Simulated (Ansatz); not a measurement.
**Sb: what symmetry allows forces and stress to be**

```
CELL_PARAMETERS angstrom
2.98867 0.00000 0.00350
0.00000 4.39430 0.00000
-0.03231 0.00000 4.16067
ATOMIC_POSITIONS crystal
Sb 0.98014 0.75000 0.75557
Sb 0.01986 0.25000 0.24443
```

These are results of Ansatz 0.2.0, DFT PBE, scalar-relativistic, plane waves, PAW, not measurements.

Cutoff 420 eV; k points 14×10×10 on the computed 2-atom cell (Γ-centred); Gaussian smearing, width 0.10 eV; no spin polarisation.

This distorted cell has space group P2_1/m, with 4 operations.

**Question.** Without a calculation: in which directions can each atom feel a force?

**Answer.** A force must be left unchanged by every operation that keeps its atom in place, so it lies in the space that those operations leave fixed. Atoms that the group maps onto each other feel forces of one size.
```
atom site symmetry operations at the site equivalent to atom allowed force (Cartesian)
 Sb1              m                       2                   1  in the plane normal to (0.00, 1.00, 0.00)
 Sb2              m                       2                   1  in the plane normal to (0.00, 1.00, 0.00)
```

That leaves 2 independent force components of 6. A relaxation in this cell that keeps the symmetry moves the atoms in these directions alone.

**Question.** And the stress tensor?

**Answer.** It must be invariant under the point group, which leaves 4 independent components: yz, xy vanish.

**Question.** Do the computed values obey this?

**Answer.** Yes. Forces (eV/Å):
```
Sb1  0.054  0.000 -0.148
Sb2 -0.054  0.000  0.148
```

Stress (GPa, compression positive, xx yy zz yz xz xy): 8.12 5.01 6.12 0.00 0.03 0.00. The program imposes the same operations on density, forces and stress, so this confirms the analysis and is no independent test of the calculation.

This simple cubic form isn't the element's structure at ambient conditions.